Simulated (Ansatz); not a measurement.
Method: DFT PBE, scalar-relativistic, plane waves, PAW (Ansatz 0.2.0). Cutoff 420 eV, Γ-centred meshes of about 0.25 Å⁻¹ or finer for metals and 0.3 Å⁻¹ for insulators (2π included), Gaussian smearing. No spin polarisation.

A search over trial structures of Mo6H gave this relaxed cell.

```
H Mo
1.0
     3.18084    0.00000    0.00000
     0.00000    3.18084    0.00000
     0.00000    0.00000    9.68113
H Mo
1 6
Direct
  0.00000 0.00000 0.00000
  0.50000 0.00000 0.57887
  0.00000 0.50000 0.42113
  0.00000 0.50000 0.09934
  0.50000 0.00000 0.90066
  0.00000 0.50000 0.74465
  0.50000 0.00000 0.25535
```

Task: Does it survive phonon and random-displacement tests?

Result: As far as tested, yes. The phonons on a 2×2×1 q mesh of the computed 7-atom cell show no imaginary mode. (Phonon run: 10×10×4 k mesh, Gaussian smearing of 0.10 eV.) After random moves of the atoms it relaxes back. The optical modes at Γ run from 90 to 1335 cm⁻¹, and the highest mode on the mesh lies at 1392 cm⁻¹. H is surrounded by 4 Mo at 1.86 Å and 4 Mo at 2.94 Å; Mo on its first site has 8 Mo at 2.72–2.76 Å and 6 Mo at 3.12–3.18 Å; Mo on its second site has 2 H at 1.86 Å, 4 Mo at 2.71 Å, 9 Mo at 2.96–3.18 Å and 1 Mo at 3.43 Å; around Mo on its third site lie 8 Mo at 2.71–2.76 Å, 2 H at 2.94 Å, 5 Mo at 3.13–3.18 Å and 1 Mo at 3.43 Å.

Phonons of metals hang on the k mesh and the smearing.
